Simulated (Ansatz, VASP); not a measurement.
This is a calculation of Ir for VASP 6.6.1.

The input INCAR:

```
SYSTEM = Ir
ALGO     = Normal         ! electronic algorithm
EDIFF    = 1E-6           ! SCF threshold, eV
ENCUT    = 520            ! plane-wave cutoff, eV
GGA      = PE             ! functional
ISIF     = 2              ! what is computed and relaxed
ISMEAR   = -1             ! smearing method
LASPH    = .TRUE.         ! aspherical terms in the spheres
LCHARG   = .FALSE.        ! write CHGCAR
LREAL    = .FALSE.        ! projectors in reciprocal space
LWAVE    = .FALSE.        ! write WAVECAR
NBANDS   = 10             ! bands
NELM     = 80             ! most SCF steps
PREC     = Accurate       ! precision mode
SIGMA    = 0.05           ! smearing width, eV
```

KPOINTS

```
k-points
0
G
  12 12 12
  0 0 0
```

The input POSCAR:

```
Ir
1.0
    0.0000000000      1.9156000000      1.9156000000
    1.8964440000      0.0000000000      1.9156000000
    1.8964440000      1.9156000000      0.0000000000
Ir
1
Direct
    0.0000000000      0.0000000000      0.0000000000
```

Potentials or basis: VASP PAW PBE potentials, release 64 (Ir).

Launch:

```sh
$ cat potpaw_PBE.64/Ir/POTCAR > POTCAR
$ mpirun -np 1 vasp_std > vasp.out
```

Question: Translate it to Ansatz 0.2.0. Potentials there: all-electron LAPW, scalar-relativistic.

Answer: As run (the cutoff follows the program's own potentials):

The input input.yaml:

```yaml
crystal:
  lattice:
    - [0.0, 1.9156, 1.9156]
    - [1.896444, 0.0, 1.9156]
    - [1.896444, 1.9156, 0.0]
  atoms:
    - { symbol: Ir, position: [0.0, 0.0, 0.0] }
kpoints:
  mp_grid: { grid: [12, 12, 12] }
scf:
  occupations: { method: fermi_dirac, width: 0.05 }
hamiltonian:
  xc: pbe
  pseudopotentials: { kind: all_electron, lapw: { basis_error: 0.001 } }
output:
  forces: true
  stress: true
  eigenvalues: true
```

Potentials or basis: all-electron LAPW, scalar-relativistic.

The run is started by

```console
$ ansatz run input.yaml --threads 1 --pin off --max-ram 3072MiB --backend cpu --events-out ev --progress --plain --runs-dir out
```

Both were run:

|  | VASP | Ansatz | Ansatz less VASP |
| --- | --- | --- | --- |
| gap on the k mesh at the Fermi level (eV) | none | none | - |
| pressure (GPa) | 16.1 | 15.3 | -0.79 |
| largest component of the traceless stress (GPa) | 2.81 | 2.81 | -0.006 |

A gap of «none» marks a metal or a gap that the smearing closes. Ansatz ran all-electron here, so the differences hold the error of VASP's frozen core and of both bases.

Caveats: so large a pressure means that the cell lies far from this level's equilibrium, or that cutoff or potentials fall short (VASP). Spin-orbit coupling is left out, which matters for the levels of Ir.
